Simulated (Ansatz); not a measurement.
AlN built on the zincblende prototype, relaxed with r2SCAN in Ansatz 0.2.0: the symmetry is F-43m (No. 216, cubic); conventional cell a = 4.370 Å, 10.43 Å³ an atom. Al has 4 N at 1.89 Å; N has 4 Al at 1.89 Å. It was then strained (epitaxial in the plane normal to [111]), atoms relaxed again within the symmetry left. Unstrained, HSE06 gives 4.552 eV (Γ → X, 8×8×8 mesh), and the band edges keep their places in every row. The normal direction was relaxed to zero stress. Only one sign of strain is shown, since it lowers the symmetry, and equivalent edge states can then move with another slope on the other side. Stress is positive in compression. Spin-unpolarised throughout; all numbers are computed.

Axes as in this cell:
```
Al N
1.0
     0.00000    2.18488    2.18488
     2.18488    0.00000    2.18488
     2.18488    2.18488    0.00000
Al N
1 1
Direct
  0.00000 0.00000 0.00000
  0.25000 0.25000 0.25000
```

| strain (%) | ε | ΔE_g, HSE06 (eV) | Δin-plane stress (σ_xx − σ_xy), r2SCAN (GPa) |
| --- | --- | --- | --- |
| -4.0 | -0.0400 | -0.185 | +24.37 |
| -3.0 | -0.0300 | -0.118 | +17.62 |
| -2.0 | -0.0200 | -0.066 | +11.30 |
| -1.0 | -0.0100 | -0.026 | +5.45 |

Fit ΔE_g = a x + b x² to these rows by least squares, with x = ε.
The normal equations take Σx² = 3.000e-03, Σx³ = -1.000e-04, Σx⁴ = 3.540e-06, ΣxΔE = 1.252e-02 and Σx²ΔE = -4.312e-04, and give a = +1.94 eV, b = -67.1 eV; the largest residual is 0.000 eV.

Fit the change of in-plane stress (σ_xx − σ_xy) in the same way.
Δin-plane stress (σ_xx − σ_xy) = -521.8 x + (2185) x² GPa. The slope, 522 GPa, is the biaxial modulus of the film.

Predict the withheld row at -3.45 % (x = -0.0345).
ΔE_g ≈ +1.94 × (-0.0345) + (-67.1) × (-0.0345)² = -0.147 eV, and Δin-plane stress (σ_xx − σ_xy) ≈ +20.60 GPa. The runs give -0.145 eV and +20.61 GPa, off by +0.002 eV and +0.01 GPa.
